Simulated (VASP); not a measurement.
**A VASP 6.6.1 single-point calculation on BP**

INCAR

```
GGA = PE
LREAL = .FALSE.
PREC = Accurate
SIGMA = 0.02
ISIF = 2
LASPH = .TRUE.
LWAVE = .FALSE.
IBRION = -1
NSW = 0
NELM = 94
EDIFF = 1E-7
ISMEAR = -1
LCHARG = .FALSE.
NBANDS = 11
ENCUT = 520
```

KPOINTS

```
KPOINTS created by Atomic Simulation Environment
0
Gamma
1 1 1
0 0 0
```

POSCAR

```
B  P
 1.0000000000000000
     0.0000000000000000    2.2118346121000001    2.2683156724000000
     2.2118346121000001    0.0000000000000000    2.2683156724000000
     2.2118346121000001    2.2118346121000001    0.0000000000000000
 B   P
   1   1
Cartesian
  0.0000000000000000  0.0000000000000000  0.0000000000000000
  1.1059173060500000  1.1059173060500000  1.1341578362000000
```

The recommended PBE PAW datasets give the neutral cell 8 valence electrons.

Command

```
mpirun -np 1 vasp_std
```

Question: How does this run end, and what does it give?

Answer: It converged. Results: gap between bands v and c on the k mesh 2.82 eV; least direct gap on the k mesh 2.82 eV; pressure 124.5 GPa. Band v is the last that the valence electrons fill when counted band by band, and c is the next.

OSZICAR

```
N       E                     dE             d eps       ncg     rms          rms(c)
DAV:   1     0.324264474004E+02    0.32426E+02   -0.40683E+03    22   0.591E+02
DAV:   2     0.698068513062E+01   -0.25446E+02   -0.24480E+02    25   0.115E+02
DAV:   3     0.599838200181E+01   -0.98230E+00   -0.97870E+00    28   0.189E+01
DAV:   4     0.599265573426E+01   -0.57263E-02   -0.57241E-02    25   0.174E+00
DAV:   5     0.599263227444E+01   -0.23460E-04   -0.23459E-04    22   0.116E-01    0.143E+01
DAV:   6     0.904753039624E+01    0.30549E+01   -0.16774E+01    22   0.144E+01    0.689E+00
DAV:   7     0.959174655295E+01    0.54422E+00   -0.10436E+00    22   0.340E+00    0.519E+00
DAV:   8     0.980641658483E+01    0.21467E+00   -0.43841E-01    22   0.395E+00    0.159E+00
DAV:   9     0.980376776712E+01   -0.26488E-02   -0.75601E-03    22   0.666E-01    0.365E-01
DAV:  10     0.980285908649E+01   -0.90868E-03   -0.80253E-04    22   0.187E-01    0.353E-02
DAV:  11     0.980271912187E+01   -0.13996E-03   -0.10703E-04    22   0.760E-02    0.272E-02
DAV:  12     0.980271650873E+01   -0.26131E-05   -0.26835E-06    22   0.108E-02    0.602E-03
DAV:  13     0.980271641479E+01   -0.93941E-07   -0.94717E-08    28   0.189E-03
   1 F= 0.98027164E+01 E0= 0.98027164E+01  d E =-.155788E-11
```

These settings aren't sound, so the numbers aren't properties of the crystal.

The fault: one k point for a small cell.

On sound settings PBE gives a gap of 0.97 eV on its mesh and a pressure of 10.2 GPa for the intended cell. This run's energy (σ→0) differs from it by 11342 meV an atom.
